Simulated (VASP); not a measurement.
A run of VASP 6.6.1:

Contents of INCAR:

```
  PREC = Accurate
  ENCUT = 520
  EDIFF = 1E-6
  ISMEAR = 0
  SIGMA = 0.02
  LREAL = False
  LASPH = True
  NELM = 100
  ALGO = Normal
  ISIF = 2
  LWAVE = False
  LCHARG = True
  METAGGA = R2SCAN
  LMIXTAU = True
  LUSE_VDW = True
  IVDW_NL = 2
  BPARAM = 11.95
  CPARAM = 0.0093
  LVHAR = True
  KPAR = 4
```

Contents of KPOINTS:

```
Automatic mesh
0
Gamma
  8 8 8
```

The input POSCAR:

```
MgSe                                    
1.0
    0.0000000000      2.7242993825      2.7242993825
    2.7242993825      0.0000000000      2.7242993825
    2.7242993825      2.7242993825     -0.0000000000
  Mg              Se            
     1     1
Direct
     0.0000000000000000    0.0000000000000000    0.0000000000000000
     0.5000000000000000    0.5000000000000000    0.5000000000000000
```

Potentials or basis: VASP PAW PBE potentials, release 64 (Mg, Se).

Run with:

```bash
$ cat potpaw_PBE.64/Mg/POTCAR potpaw_PBE.64/Se/POTCAR > POTCAR
$ mpirun -np 4 vasp_std > vasp.out
```

Hardware: 4 MPI ranks on Intel(R) Xeon(R) Platinum 8259CL CPU @ 2.50GHz (Skylake/Cascade Lake), with other jobs on the host.

How long does it take, and how much memory?

Wall time 110 s on 4 MPI ranks on Intel(R) Xeon(R) Platinum 8259CL CPU @ 2.50GHz (Skylake/Cascade Lake) (shared host), peak memory 0.28 GiB a rank. Counts: scf iterations 24, k points 29.
